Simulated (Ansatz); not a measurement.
# Core-level photoemission in NaH

Cell: a COD entry, its atoms then relaxed with PBE in this cell, repeated to a supercell; a hole's nearest image is 6.9 Å away.

```cif
data_NaH
_symmetry_space_group_name_H-M 'Fm-3m'
_symmetry_Int_Tables_number 225
_cell_length_a 4.8800
_cell_length_b 4.8800
_cell_length_c 4.8800
_cell_angle_alpha 90.000
_cell_angle_beta 90.000
_cell_angle_gamma 90.000
loop_
_atom_site_label
_atom_site_type_symbol
_atom_site_symmetry_multiplicity
_atom_site_Wyckoff_symbol
_atom_site_fract_x
_atom_site_fract_y
_atom_site_fract_z
Na1 Na 4 a 0.0000 0.0000 0.0000
H9 H 4 b 0.5000 0.5000 0.5000
```

One atom of each set is listed; the run and its k-mesh use a cell of 16 atoms with edges of 6.90, 6.90, 6.90 Å.

All values are calculated (Ansatz; DFT, PBE, plane waves and PAW, scalar-relativistic, 420 eV cutoff, Γ-centred 4×4×4 k-points, fixed occupations), not measured.

Each value is a total-energy difference between the cell with one core hole and the ground state (ΔSCF), counted from the top of the valence band. The cell with the hole is spin-polarised, as the shell with the hole is left with one unpaired spin. The periodic images are corrected with the calculated ε∞ = 3.12.

Question: Give the Na 1s lines of each distinct site.

Answer: 

```tsv
line	atom	first shell	E_B (eV)
Na 1s	1	6 H at 2.44 Å	1068.9
```

The program doubts some values: the cell is too small to check the potential alignment. Absolute PBE values can be off by an eV or more. Multiplets, satellites and widths aren't calculated.
